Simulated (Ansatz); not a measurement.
What strain does to CdSe (wurtzite)

CdSe in the wurtzite structure, relaxed with r2SCAN in the PAW code Ansatz. Space group P6_3mc (No. 186), hexagonal; conventional cell a = 4.341 Å, c = 7.077 Å, 28.87 Å³ an atom. Around Cd lie 4 Se at 2.66 Å; around Se lie 4 Cd at 2.66 Å.

The axes x, y and z are those of this cell:
```
CELL_PARAMETERS angstrom
4.34072 0.00000 0.00000
-2.17036 3.75918 0.00000
0.00000 0.00000 7.07665
ATOMIC_POSITIONS crystal
Cd 0.33333 0.66667 0.99952
Cd 0.66667 0.33333 0.49952
Se 0.33333 0.66667 0.37548
Se 0.66667 0.33333 0.87548
```

Unstrained: With PBE the gap is 0.612 eV and direct, at Γ. With r2SCAN the gap is 1.105 eV and direct, at Γ. The HSE06 gap is direct at Γ: 1.544 eV. Meshes: PBE 12×12×4, r2SCAN 12×12×4, HSE06 6×6×4. Strains are changes of length per length, and xy shears are angles. After each strain the atoms were relaxed again with r2SCAN within the symmetry that the strain leaves, so tilts or polar shifts that break it weren't tested; points keep the names that they have in the unstrained zone. Spin-unpolarised throughout; all numbers are computed.

Changes of the least gap in eV (an overlap counts as a negative gap):
```tsv
strain	volume change (%)	space group	PBE	r2SCAN	HSE06	energy rise, r2SCAN (meV/atom)
xy shear, engineering strain (angle) +5.0 %	-0.1	P2_1	-0.094	-0.096	–	3.2
epitaxial -5.0 % in the xy plane, free normal strain +4.54 %	-5.7	P6_3mc	-0.201	-0.216	-0.212	38.6
isotropic -1.5 % on every length	-4.4	P6_3mc	+0.099	+0.108	+0.118	9.8
epitaxial +1.5 % in the xy plane, free normal strain -1.35 %	+1.6	P6_3mc	-0.054	-0.054	-0.060	3.4
```

Xy shear, engineering strain (angle) +5.0 %. r2SCAN: the gap goes from 1.105 to 1.009 eV (-0.096 eV); with r2SCAN the top three valence levels at Γ, grouped 2+1 from the top over 42 meV, become 1+1+1 over 175 meV. Stress change with r2SCAN, compression positive: xx -0.08, yy +0.03, zz -0.06, xy -0.70 GPa.

Epitaxial -5.0 % in the xy plane, free normal strain +4.54 %. HSE06: the gap goes from 1.544 to 1.332 eV (-0.212 eV). Stress change with r2SCAN, compression positive: xx +4.41, yy +4.41, zz +0.01 GPa.

Isotropic -1.5 % on every length. HSE06: the gap goes from 1.544 to 1.662 eV (+0.118 eV); with r2SCAN the top three valence levels at Γ, grouped 2+1 from the top over 42 meV, become 2+1 over 48 meV. Stress change with r2SCAN, compression positive: xx +2.58, yy +2.58, zz +2.59 GPa. For HSE06, dE_g/d ln V = -2.6 eV over this step.

Epitaxial +1.5 % in the xy plane, free normal strain -1.35 %. HSE06: the gap goes from 1.544 to 1.484 eV (-0.060 eV); with r2SCAN the top three valence levels at Γ, grouped 2+1 from the top over 42 meV, become 1+2 over 60 meV. Stress change with r2SCAN, compression positive: xx -1.22, yy -1.22, zz 0.00 GPa.

The runs are scalar-relativistic, without spin-orbit coupling.

The meshes of the hybrids are coarse, so their gaps aren't converged to the digits shown.

The splittings at Γ are without spin-orbit coupling, which regroups them where it is of like size or larger.
